A valley is a place in $k$ space where a band has a local extremum and carriers can gather. The table lists valleys of a square SnSe monolayer, a sheet of two bonded atomic layers, computed with PBE and spin-orbit coupling at an unrelaxed geometry. The distance from the edge is measured into the band, downward for holes and upward for electrons. The masses are the principal masses in the plane, in units of the free-electron mass $m_e$.

Valleys of a square SnSe monolayer (P4/nmm), computed with Ansatz 0.2.0 using PBE with spin-orbit coupling, plane waves and PAW at a 420 eV cutoff, with the geometry as given. The density was converged on a 16×16×1 k mesh with 0.05 eV Gaussian smearing, and the bands were then computed on a 24×24×1 mesh. Hole masses are counted as positive.

```tsv
row	valley distance from edge (eV)	valley edge	valley place	valley count	valley bands meeting	valley lightest mass (m_e)	valley heaviest mass (m_e)
1	0.000	valence	Gamma-X line	4	2	0.099	0.146
2	0.178	valence	Gamma	1	2	1.269	1.269
3	0.321	valence	M-Gamma line	4	2	0.151	1.329
4	0.000	conduction	Gamma-X line	4	2	0.110	0.125
5	0.205	conduction	Gamma	1	2	1.302	1.302
```

### 1. Why are there four valleys at each edge?

Both edges lie on the line from Γ to X, and the fourfold axis of the square sheet makes four equal copies of such a point. Γ is its own copy, so it counts once. In a hexagonal MoS₂ sheet the edges sit at the six zone corners, but each corner is shared by three zones, which leaves two valleys. The "2" under bands meeting is no further valley: inversion and time reversal together make every level a pair of opposite spins.

### 2. Where do the carriers sit, and where is there most room for them?

Nearly all sit at the edge, although there is more room elsewhere. In two dimensions, the number of states per energy grows as $g\sqrt{m_1m_2}$, with $g$ the valley count and $m_1$, $m_2$ the two masses. For holes the most room is therefore in the four valleys between M and Γ, with about 3.7 times the states of the four light edge valleys together. The single heavy valley at Γ still offers about 2.6 times as many. For electrons Γ has the most room of the listed valleys, with a ratio of about 2.8.

Energy outweighs this advantage. At room temperature $k_BT$ is about 0.026 eV, so the hole valley at Γ lies seven $k_BT$ from the edge, which costs a factor of a thousand. It ends up with about 0.3 % of the holes found at the edge, and the electron valley at Γ with about 0.1 %. The valleys between M and Γ lie deeper still and hold almost no holes. These shares are orders of magnitude only, because a level shift of 0.05 eV changes them sevenfold.

In a transistor channel made of this square sheet, one kind of valley would thus carry the current of each polarity. By a rough zero-temperature estimate with the two-band model of question 4, filling would reach Γ only at 4 to 5 × 10¹³ carriers per cm², several times a gate-induced density of roughly 10¹³. The search for valleys ended with a warning, however, so a valley outside the list could fill earlier.

### 3. Which mass matters for a current?

The one that matters is the average of $1/m$ over directions, since equivalent valleys add their currents. It gives a transport mass near 0.12 for both holes and electrons, while the mass that counts states is four times larger. Several valleys thus add states without making the carriers harder to accelerate. The speed actually reached also depends on scattering.

The valley between M and Γ shows why the two averages must be kept apart. Its holes are light along that line, 0.15, and almost nine times heavier across it. Bonding offers a reason, though the orbitals were not analysed here. Tin and selenium bring three $p$ electrons per atom on average, which half fill the $p$ bands along the nearly straight Sn–Se rows in the plane. A half-filled row has its band edge near the middle of Γ–M, where this valley lies; electrons move easily along the row and poorly from row to row.

### 4. Why are the edge carriers light, and holes and electrons so alike?

Take two levels at $+D$ and $-D$, where $D$ is half the gap. A step $q$ away from the valley couples them with strength $\hbar vq$, and they repel:

$$E=\pm\sqrt{D^2+(\hbar vq)^2},\qquad m=\frac{D}{v^2}.$$

The mass $m$ follows from the curvature at small $q$. A small gap makes carriers light, and strong coupling, measured by the velocity $v$, does so even more effectively.

Each band pushes the other equally hard, so the model gives holes and electrons the same mass. In the table the hole is 17 % heavier than the electron along Γ–X and 10 % lighter across it. The likeness therefore holds to within a fifth; theory would assign the remainder to more distant bands and to the free-electron kinetic energy, which bends both bands upward. That last term makes the hole the heavier, so it fits the difference along Γ–X but not the one across it.

### 5. Does this picture hold away from the valley?

The levels at X provide a test, since only the place, the mass and the gap of the valley enter the prediction. At X four levels meet, so the band need not flatten there as it would at an ordinary zone edge. The top of the valence band lies at 0.3958 of a reciprocal lattice vector and X at 0.5. With a cell edge of 4.314 Å the distance is

$$q=0.1042\times\frac{2\pi}{4.314\ \text{Å}}=0.152\ \text{Å}^{-1}.$$

A parabola with the mass along the line, 0.146, would fall over this distance by

$$T=\frac{\hbar^2q^2}{2m}=\frac{3.81\times0.152^2}{0.146}\ \text{eV}=0.60\ \text{eV}.$$

In the two-band model $(\hbar vq)^2=2DT$, and with $D=0.50$ eV the fall becomes

$$D\left(\sqrt{1+\frac{2T}{D}}-1\right)=0.50\left(\sqrt{3.4}-1\right)\ \text{eV}=0.42\ \text{eV}.$$

The calculation gives 0.40 eV. The parabola overshoots by half, for it lacks what the model includes: repelling bands straighten out once $q$ is large. The conduction band behaves alike, with 0.40 eV predicted and 0.39 eV computed. The output below sets both curves beside the computed levels.

The agreement supports the shape of the bands near the edge, within a few hundredths of an eV: moving the valley nearer X by half the step to which its place is known turns 0.42 into 0.39 eV. It does not identify the orbitals that couple. Towards Γ the model fails. Its valence curve keeps falling, whereas the top valence level at Γ lies within 0.18 eV of the edge, most likely because a different state has taken over there (question 6).

### 6. Why are carriers at Γ ten times heavier?

The gap accounts for little of it. At Γ the direct gap is 1.38 eV, about 1.4 times the smallest one, and with unchanged coupling the hole mass would rise only to 0.17. The computed mass is 1.27, almost eight times that estimate.

Either the two band edges couple much more weakly at Γ, or pushes from more distant bands cancel most of the effect. Symmetry points to the first. At Γ each edge is a lone spin pair: the next level lies 1.32 eV below the valence edge and 2.32 eV above the conduction edge, far more than the few tenths of an eV by which spin-orbit coupling is expected to split a $p_x,p_y$ pair in tin or selenium. Both edges are thus single orbital states, presumably of $s$ and $p_z$ type, though the orbitals were not analysed. Under a fourfold axis, momentum in the plane connects a single state only to a doubly degenerate one. The two edges are therefore expected not to repel each other in the sense of question 4, whatever their parity, apart from weak spin-orbit mixing; the bending that remains comes from more distant bands and the free-electron kinetic energy. The equality of the two masses at Γ, by contrast, is required by the fourfold axis.

### 7. Which digits can be trusted?

Read the masses to about two figures and the gap to a few hundredths of an eV, as results of this method for this geometry. On the 16×16 mesh alone the gap comes out at 1.08 eV; with the extrema moved to their proper places it is 1.00 eV. A coarse mesh steps over a sharp extremum, so it can only overestimate the gap.

The valley masses predict the size of this error; over so short a step the two-band curve hardly departs from a parabola, so the match checks the masses rather than the shape of the model. If the mesh contains Γ, its nearest points miss the valleys by 0.02 to 0.03 of a reciprocal lattice vector, and the model turns these misses into 0.08 eV, as found. Light bands need a fine mesh precisely because they curve so sharply at the extremum. The valley places themselves are known only to about a hundredth of a reciprocal lattice vector, and the two edges differ by one such step. The gap is direct within that resolution.

### 8. What would change with a larger gap or a distorted sheet?

PBE makes gaps too small, and by question 4 it then tends to make masses too light. If the true gap were 0.5 eV larger and the coupling stayed the same, the edge hole mass would rise from 0.12 to 0.18. The carriers would still be light, but a simulation fed with the tabulated masses would make them too easy to accelerate.

The shape of the sheet matters in another way. A real SnSe monolayer prefers a polar distortion that removes the fourfold axis, so the four edge valleys split into two pairs; it also removes inversion, which lets spin-orbit coupling separate the spins, an effect left out of the estimate here. If the pairs separate by several $k_BT$ and the masses stay put, only two valleys hold carriers, and the mass that counts states halves from 0.48 to 0.24. The atoms of the computed sheet are also not at rest positions, with forces of up to 0.4 eV/Å normal to the plane, so the valley distances belong to this geometry and will shift when it relaxes.

Printed output of the fit:

```
Masses in m_e and carriers at 300 K:
  row  heaviest over lightest  DOS mass of one valley  DOS mass of all equivalent valleys  transport mass  states relative to edge valleys  carriers in percent of edge valleys
    1                   1.475                  0.1202                              0.4809           0.118                                1                                  100
    2                       1                   1.269                               1.269           1.269                            2.639                               0.2699
    3                   8.801                   0.448                               1.792          0.2712                            3.726                             0.001509
    4                   1.136                  0.1173                               0.469           0.117                                1                                  100
    5                       1                   1.302                               1.302           1.302                            2.776                               0.0999
Factor in carrier ratio at 300 K for a level shift of 0.05 eV: 6.918
Hole density at which filling reaches Gamma, two-band estimate (10^13 per cm2): 4.214
Electron density at which filling reaches Gamma, two-band estimate (10^13 per cm2): 4.843
Hole over electron mass along Gamma-X: 1.168
Hole over electron mass across Gamma-X: 0.9
Direct gap at Gamma (eV): 1.38
Direct gap at Gamma over smallest gap: 1.384
Hole mass at Gamma if only the gap mattered (m_e): 0.1664
Computed hole mass at Gamma over that estimate: 7.626
Valence drop from valley to X, parabola (eV): 0.601
Valence drop from valley to X, two-band (eV): 0.4222
Valence drop from valley to X, computed (eV): 0.401
Conduction rise from valley to X, parabola (eV): 0.5689
Conduction rise from valley to X, two-band (eV): 0.4046
Conduction rise from valley to X, computed (eV): 0.392
Two-band valence drop if the valley lies half a k step nearer X (eV): 0.3899
Gap error of the 16x16 mesh, two-band estimate (eV): 0.0828
Gap error of the 16x16 mesh, computed (eV): 0.0824
Edge hole DOS mass of one valley if the gap were 0.5 eV larger at fixed coupling (m_e): 0.1805
Edge hole DOS mass if only two of four valleys stayed at the edge (m_e): 0.2404
```
